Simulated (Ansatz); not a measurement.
# SrCl2 in the fluorite structure

**What was measured.** A cell as deposited of cubic SrCl2 (space group Fm-3m), temperature not stated, from the Crystallography Open Database (1963), has a = 6.977 Å and 28.30 Å³/atom.

Computed with Ansatz (plane waves, PAW, 420 eV cutoff): PBE, scalar-relativistic, no spin polarisation, 8×8×8 k-mesh, Gaussian smearing of 0.05 eV; PAW files: Ansatz's generated set soft_2.

```cif
data_structure
_symmetry_space_group_name_H-M 'P 1'
_symmetry_Int_Tables_number 1
_cell_length_a 4.9789
_cell_length_b 4.9789
_cell_length_c 4.9789
_cell_angle_alpha 60.000
_cell_angle_beta 60.000
_cell_angle_gamma 60.000
_cell_volume 87.27
loop_
_atom_site_label
_atom_site_type_symbol
_atom_site_fract_x
_atom_site_fract_y
_atom_site_fract_z
_atom_site_occupancy
Sr1 Sr 0.00000 0.00000 0.00000 1
Cl1 Cl 0.25000 0.25000 0.25000 1
Cl2 Cl 0.75000 0.75000 0.75000 1
```

The start was a prototype's sites filled with these elements; the Crystallography Open Database holds the compound in this structure.

The cell above was scaled in volume, its shape and atoms being fixed by the lattice's symmetry. Energies are counted from the cell above.

```json
{"V (Å³/atom)": "27.491", "ΔE (meV/atom)": "10.24", "P from the stress (GPa)": "2.16"}
{"V (Å³/atom)": "27.928", "ΔE (meV/atom)": "5.26", "P from the stress (GPa)": "1.50"}
{"V (Å³/atom)": "28.509", "ΔE (meV/atom)": "1.27", "P from the stress (GPa)": "0.71"}
{"V (Å³/atom)": "29.091", "ΔE (meV/atom)": "0.00", "P from the stress (GPa)": "0.00"}
{"V (Å³/atom)": "29.673", "ΔE (meV/atom)": "1.18", "P from the stress (GPa)": "-0.64"}
{"V (Å³/atom)": "30.255", "ΔE (meV/atom)": "4.55", "P from the stress (GPa)": "-1.21"}
{"V (Å³/atom)": "31.128", "ΔE (meV/atom)": "13.22", "P from the stress (GPa)": "-1.95"}
{"V (Å³/atom)": "32.000", "ΔE (meV/atom)": "25.64", "P from the stress (GPa)": "-2.59"}
```

Task: Do the energies and the pressures agree? Compare −ΔE/ΔV between neighbouring points (1 meV/Å³ = 0.1602 GPa) with the mean of their pressures.

Result: 
```tsv
interval (Å³/atom)	−ΔE/ΔV (GPa)	mean P (GPa)
27.49 to 27.93	1.8	1.8
27.93 to 28.51	1.1	1.1
28.51 to 29.09	0.3	0.4
29.09 to 29.67	-0.3	-0.3
29.67 to 30.25	-0.9	-0.9
30.25 to 31.13	-1.6	-1.6
31.13 to 32.00	-2.3	-2.3
```
They differ by 0.01 GPa at most.

Task: What do the two routes give for V0, B0 and B0′?

Result: A third-order Birch–Murnaghan fit of the energies: V0 = 29.09 Å³/atom, B0 = 34 GPa, B0′ = 4.5. A polynomial of P in ln V, with B = −dP/d ln V at P = 0: V0 = 29.09 Å³/atom, B0 = 34 GPa, B0′ = 4.5.

B0·V0 = 33.6 GPa × 29.09 Å³ = 6.11 eV/atom sets the scale: near the minimum ΔE ≈ ½ B0 V0 x², with x = V/V0 − 1, and a pressure of 0.3 GPa squeezes the volume by about 1 %. At the ends of the curve: x = −5.5 % predicts 9.2 meV/atom and the run gives 10.2; x = +10.0 % predicts 30.5 meV/atom and the run gives 25.6. The lopsidedness is anharmonic: atoms resist being pushed together more than being pulled apart.

**Comparison.** The computed cell (7.041 Å, 29.09 Å³/atom) differs from the database's by +2.8 % in volume, about +0.9 % in length. PBE usually overestimates volumes by a few per cent. The static lattice also lacks zero-point motion and thermal expansion, roughly 1.3 to 3.2 % in volume at 300 K (room temperature assumed) by Grüneisen's rule, γ·3k_BT/(B0·V0) with γ of 1 to 2.5, so its own overestimate is larger than the figure.

The curve describes a soft ionic solid with a bulk modulus of 34 GPa. Singly charged, large chloride ions give a weaker Coulomb attraction per volume than the small fluorides of CaF2 or SrF2, so the same structure type is much easier to compress here. Because symmetry fixes every site, a change of volume scales all Sr–Cl and Cl–Cl distances together, and no internal rearrangement can relieve the strain. The steepening on compression reflects short-range overlap repulsion between closed shells, which grows much faster than the Madelung energy; on expansion that repulsion fades and leaves the slowly varying attraction, hence a B0′ of 4.5.

The match between energy slopes and stresses suggests that the basis-set error in the pressure is small near equilibrium, but it does not test the functional, which enters both routes alike. The curve supports a compressibility for the fluorite structure only: without the enthalpy of the denser cotunnite type, it cannot say at what pressure fluorite gives way.
